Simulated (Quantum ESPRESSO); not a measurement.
# ZnS (Wurtzite-6H) (P6_3mc) in Quantum ESPRESSO: further runs, part 2 of 2

Quantum ESPRESSO 7.5. Earlier steps stand in the parts before.

### 3 Single point, PBEsol, 18.42 Å³/atom

pw.in

```
&CONTROL
  calculation = 'scf'
  prefix = 'pwscf'
  outdir = './tmp'
  pseudo_dir = './pseudo'
  tprnfor = .true.
  tstress = .true.
  disk_io = 'nowf'
/
&SYSTEM
  ibrav = 0
  nat = 12
  ntyp = 2
  ecutwfc = 45
  ecutrho = 360
  nbnd = 98
  occupations = 'smearing'
  smearing = 'fd'
  degauss = 0.00367493
/
&ELECTRONS
  conv_thr = 2.4d-09
  electron_maxstep = 120
  mixing_beta = 0.5
/
ATOMIC_SPECIES
Zn    65.3800 zn_pbesol_v1.uspp.F.UPF
S     32.0600 s_pbesol_v1.4.uspp.F.UPF
CELL_PARAMETERS angstrom
   3.7341822464    0.0000000000    0.0000000000
  -1.8670911232    3.2338966877    0.0000000000
   0.0000000000    0.0000000000   18.3084545760
ATOMIC_POSITIONS crystal
Zn     0.3333333333    0.6666666667    0.8333300000
Zn     0.6666666667    0.3333333333    0.3333300000
Zn     0.6666666667    0.3333333333    0.6666700000
Zn     0.3333333333    0.6666666667    0.1666700000
Zn     0.0000000000    0.0000000000    0.5000000000
Zn     0.0000000000    0.0000000000    0.0000000000
S      0.3333333333    0.6666666667    0.9583300000
S      0.6666666667    0.3333333333    0.4583300000
S      0.6666666667    0.3333333333    0.7916700000
S      0.3333333333    0.6666666667    0.2916700000
S      0.0000000000    0.0000000000    0.6250000000
S      0.0000000000    0.0000000000    0.1250000000
K_POINTS automatic
6 6 1 0 0 0
```

Potentials or basis: GBRV 1.5 PBEsol.

Command:

```console
> OMP_NUM_THREADS=1 mpirun -n 2 pw.x -nk 2 -in pw.in > pw.out
```

pw.out:

```text
This program is part of the open-source Quantum ESPRESSO suite
     for quantum simulation of materials; please cite
[... 6 lines left out ...]
     using ibrav=0 with symmetry is DISCOURAGED, use correct ibrav instead

     K-points division:     npool     =       2
     Subspace diagonalization in iterative solution of the eigenvalue problem:
     a serial algorithm will be used

     G-vector sticks info
     --------------------
     sticks:   dense  smooth     PW     G-vecs:    dense   smooth      PW
     Sum        1237     613    187               172181    60699    9783

     Using Slab Decomposition

     bravais-lattice index     =            0
     lattice parameter (alat)  =       7.0566  a.u.
     unit-cell volume          =    1492.0038 (a.u.)^3
     number of atoms/cell      =           12
     number of atomic types    =            2
     number of electrons       =       156.00
     number of Kohn-Sham states=           98
     kinetic-energy cutoff     =      45.0000  Ry
     charge density cutoff     =     360.0000  Ry
     scf convergence threshold =      2.4E-09
     mixing beta               =       0.5000
     number of iterations used =            8  plain     mixing
[... 224 lines left out ...]
    16.8174  17.3953
[... 35 lines left out ...]
  -117.1420-117.1419-117.1376-117.1376-117.1299-117.1299 -71.4711 -71.4711
   -71.4710 -71.4710 -71.4699 -71.4698 -71.4664 -71.4664 -71.4662 -71.4662
   -71.4662 -71.4662 -71.4591 -71.4591 -71.4587 -71.4587 -71.4586 -71.4586
    -4.6746  -4.6746  -4.6613  -4.6613  -4.6576  -4.6575   1.0447   1.0447
     1.0694   1.1029   1.1618   1.1618   1.1874   1.1874   1.2204   1.2514
     1.2799   1.2799   1.4235   1.4235   1.4790   1.4790   1.4802   1.4827
     1.5236   1.5236   1.5366   1.5707   1.5707   1.5744   1.8232   1.8232
     1.8472   1.9130   1.9217   1.9217   2.5338   2.5338   2.5433   2.6763
     2.8424   2.8424   3.8345   3.8345   4.1111   4.4987   4.7477   4.7477
     5.3734   5.3734   5.5116   5.9146   5.9778   5.9778  11.8784  11.8784
    11.9021  12.9936  13.1381  13.1381  13.2832  13.2832  13.4792  14.3483
    14.5183  14.5183  15.1792  15.1792  15.2707  16.1306  16.1307  16.4171
    16.6563  16.8976

     the Fermi energy is     8.8948 ev

!    total energy              =   -2912.22006165 Ry
     estimated scf accuracy    <          1.6E-09 Ry
     smearing contrib. (-TS)   =      -0.00000000 Ry
     internal energy E=F+TS    =   -2912.22006165 Ry

     The total energy is F=E-TS. E is the sum of the following terms:
     one-electron contribution =   -2677.38667544 Ry
     hartree contribution      =    1383.15714117 Ry
     xc contribution           =    -301.15120098 Ry
     ewald contribution        =   -1316.83932641 Ry

     convergence has been achieved in  10 iterations

     Forces acting on atoms (cartesian axes, Ry/au):

     atom    1 type  1   force =     0.00000000    0.00000000    0.00029143
     atom    2 type  1   force =     0.00000000    0.00000000    0.00029143
     atom    3 type  1   force =     0.00000000    0.00000000    0.00093671
     atom    4 type  1   force =     0.00000000    0.00000000    0.00093671
     atom    5 type  1   force =     0.00000000    0.00000000   -0.00016631
     atom    6 type  1   force =     0.00000000    0.00000000   -0.00016631
     atom    7 type  2   force =     0.00000000    0.00000000   -0.00145052
     atom    8 type  2   force =     0.00000000    0.00000000   -0.00145052
     atom    9 type  2   force =     0.00000000    0.00000000   -0.00050852
     atom   10 type  2   force =     0.00000000    0.00000000   -0.00050852
     atom   11 type  2   force =    -0.00000000    0.00000000    0.00089719
     atom   12 type  2   force =    -0.00000000    0.00000000    0.00089719

     Total force =     0.002884     Total SCF correction =     0.000093

     Computing stress (Cartesian axis) and pressure

          total   stress  (Ry/bohr**3)                   (kbar)     P=       34.16
   0.00023158  -0.00000000   0.00000000           34.07       -0.00        0.00
   0.00000000   0.00023158   0.00000000            0.00       34.07        0.00
   0.00000000   0.00000000   0.00023346            0.00        0.00       34.34

=------------------------------------------------------------------------------=
   JOB DONE.
=------------------------------------------------------------------------------=
```

It took 95 s on 2 MPI ranks of Arm Neoverse V2, shared host; peak memory 0.9 GiB.

What came out:

| Property | Result |
| --- | --- |
| Free energy | -39622.7725 eV |
| Pressure | 3.4 GPa |
| Largest force | 0.037 eV/Å |
| Band gap on the k mesh | 2.29 eV, direct |

Caveat: the k mesh is coarse; the cell's inner coordinates are idealised or old, which leaves forces on the atoms.

### 4 Single point, PBEsol, 18.82 Å³/atom

Edit pw.in of step 3 so:

```diff
@@ -29,5 +29,5 @@
 CELL_PARAMETERS angstrom
-   3.7341822464    0.0000000000    0.0000000000
-  -1.8670911232    3.2338966877    0.0000000000
-   0.0000000000    0.0000000000   18.3084545760
+   3.7604801709    0.0000000000    0.0000000000
+  -1.8802400855    3.2566713584    0.0000000000
+   0.0000000000    0.0000000000   18.4373916028
 ATOMIC_POSITIONS crystal
```

Command:

```console
> OMP_NUM_THREADS=1 mpirun -n 2 pw.x -nk 2 -in pw.in > pw.out
```

Wall time 1.8 min (2 MPI ranks of Arm Neoverse V2, shared host); peak memory 0.92 GiB.

The run converged. Its results:

- Free energy: -39622.8552 eV
- Pressure: 1.5 GPa
- Largest force: 0.034 eV/Å
- Band gap on the k mesh: 2.20 eV, direct

Caveat: the k mesh is coarse; the cell's inner coordinates are idealised or old, which leaves forces on the atoms.

### 5 Single point, PBEsol, 19.21 Å³/atom

Edit pw.in of step 4 so:

```diff
@@ -29,5 +29,5 @@
 CELL_PARAMETERS angstrom
-   3.7604801709    0.0000000000    0.0000000000
-  -1.8802400855    3.2566713584    0.0000000000
-   0.0000000000    0.0000000000   18.4373916028
+   3.7864153365    0.0000000000    0.0000000000
+  -1.8932076683    3.2791318707    0.0000000000
+   0.0000000000    0.0000000000   18.5645500459
 ATOMIC_POSITIONS crystal
```

Command:

```console
> OMP_NUM_THREADS=1 mpirun -n 2 pw.x -nk 2 -in pw.in > pw.out
```

Run time: 1.8 min. Hardware: 2 MPI ranks of Arm Neoverse V2, shared host; peak memory 0.98 GiB.

Results (log left out):

- Free energy: -39622.8842 eV
- Pressure: -0.2 GPa
- Largest force: 0.031 eV/Å
- Band gap on the k mesh: 2.11 eV, direct

Caveat: the k mesh is coarse; the cell's inner coordinates are idealised or old, which leaves forces on the atoms.

### 6 Single point, PBEsol, 19.60 Å³/atom

Edit pw.in of step 5 so:

```diff
@@ -29,5 +29,5 @@
 CELL_PARAMETERS angstrom
-   3.7864153365    0.0000000000    0.0000000000
-  -1.8932076683    3.2791318707    0.0000000000
-   0.0000000000    0.0000000000   18.5645500459
+   3.8120000000    0.0000000000    0.0000000000
+  -1.9060000000    3.3012888392    0.0000000000
+   0.0000000000    0.0000000000   18.6899900000
 ATOMIC_POSITIONS crystal
```

Potentials or basis: GBRV 1.5 PBEsol.

Command:

```console
> OMP_NUM_THREADS=1 mpirun -n 2 pw.x -nk 2 -in pw.in > pw.out
```

Wall time 1.8 min (2 MPI ranks of Arm Neoverse V2, shared host); peak memory 1 GiB.

Results (log left out):

| Item | Value |
| --- | --- |
| Free energy | -39622.8666 eV |
| Pressure | -1.7 GPa |
| Largest force | 0.028 eV/Å |
| Band gap on the k mesh | 2.02 eV, direct |

Caveat: the k mesh is coarse; the cell's inner coordinates are idealised or old, which leaves forces on the atoms.

### 7 Single point, PBEsol, 19.99 Å³/atom

Edit pw.in of step 6 so:

```diff
@@ -29,5 +29,5 @@
 CELL_PARAMETERS angstrom
-   3.8120000000    0.0000000000    0.0000000000
-  -1.9060000000    3.3012888392    0.0000000000
-   0.0000000000    0.0000000000   18.6899900000
+   3.8372457688    0.0000000000    0.0000000000
+  -1.9186228844    3.3231523164    0.0000000000
+   0.0000000000    0.0000000000   18.8137683755
 ATOMIC_POSITIONS crystal
```

Command:

```console
> OMP_NUM_THREADS=1 mpirun -n 2 pw.x -nk 2 -in pw.in > pw.out
```

Wall time 1.9 min (2 MPI ranks of Arm Neoverse V2, shared host); peak memory 1 GiB.

The run converged. Its results:

- Free energy: -39622.8052 eV
- Pressure: -3.1 GPa
- Largest force: 0.025 eV/Å
- Band gap on the k mesh: 1.94 eV, direct

Caveat: the k mesh is coarse; the cell's inner coordinates are idealised or old, which leaves forces on the atoms.

### 8 Single point, PBEsol, 20.38 Å³/atom

Edit pw.in of step 7 so:

```diff
@@ -29,5 +29,5 @@
 CELL_PARAMETERS angstrom
-   3.8372457688    0.0000000000    0.0000000000
-  -1.9186228844    3.3231523164    0.0000000000
-   0.0000000000    0.0000000000   18.8137683755
+   3.8621636474    0.0000000000    0.0000000000
+  -1.9310818237    3.3447318322    0.0000000000
+   0.0000000000    0.0000000000   18.9359391258
 ATOMIC_POSITIONS crystal
```

Command:

```console
> OMP_NUM_THREADS=1 mpirun -n 2 pw.x -nk 2 -in pw.in > pw.out
```

Wall time 1.8 min (2 MPI ranks of Arm Neoverse V2, shared host); peak memory 1 GiB.

The run converged. Its results:

- Free energy: -39622.7070 eV
- Pressure: -4.3 GPa
- Largest force: 0.024 eV/Å
- Band gap on the k mesh: 1.85 eV, direct

Caveat: the k mesh is coarse; the cell's inner coordinates are idealised or old, which leaves forces on the atoms.

### 9 Single point, PBEsol, 20.78 Å³/atom

Edit pw.in of step 8 so:

```diff
@@ -29,5 +29,5 @@
 CELL_PARAMETERS angstrom
-   3.8621636474    0.0000000000    0.0000000000
-  -1.9310818237    3.3447318322    0.0000000000
-   0.0000000000    0.0000000000   18.9359391258
+   3.8867640791    0.0000000000    0.0000000000
+  -1.9433820395    3.3660364310    0.0000000000
+   0.0000000000    0.0000000000   19.0565534549
 ATOMIC_POSITIONS crystal
```

Potentials or basis: GBRV 1.5 PBEsol.

Command:

```console
> OMP_NUM_THREADS=1 mpirun -n 2 pw.x -nk 2 -in pw.in > pw.out
```

It took 1.8 min on 2 MPI ranks of Arm Neoverse V2, shared host; peak memory 1.1 GiB.

It converged, with:

```
Free energy            : -39622.5736 eV
Pressure               : -5.4 GPa
Largest force          : 0.024 eV/Å
Band gap on the k mesh : 1.77 eV, direct
```

Caveat: the k mesh is coarse; the cell's inner coordinates are idealised or old, which leaves forces on the atoms.

### 10 Equation of state, PBEsol

This step only gathers the single runs of the series.

Results:

```yaml
Equilibrium_volume: 19.25 Å³/atom
Bulk_modulus_at_fixed_shape_and_positions: 79 GPa
Pressure_derivative_of_the_bulk_modulus: 4.4
```

Energy against volume, from the lowest point:
| volume (Å³/atom) | energy (meV/atom) |
| --- | --- |
| 18.424 | 9.31 |
| 18.816 | 2.42 |
| 19.208 | 0.00 |
| 19.600 | 1.47 |
| 19.992 | 6.59 |
| 20.384 | 14.77 |
| 20.776 | 25.88 |

Caveat: the k mesh is coarse; the cell was scaled at fixed shape and fractional positions, which overstates the stiffness of a crystal with free parameters, most of all of layers and chains; the cell's inner coordinates are idealised or old, which leaves forces on the atoms.

### 11 How close it comes

Step 2. Measured gap of ZnS: 3.911 eV (direct; 4 K; a printed reference work, monograph). This calculation gives 1.90 eV (-2.01 eV). So large a miss can be the level of theory's own, or it may mean another phase, state or a wrong row. The value is that of LDA, without temperature or zero-point motion. Semilocal functionals fall short of measured gaps as a rule.
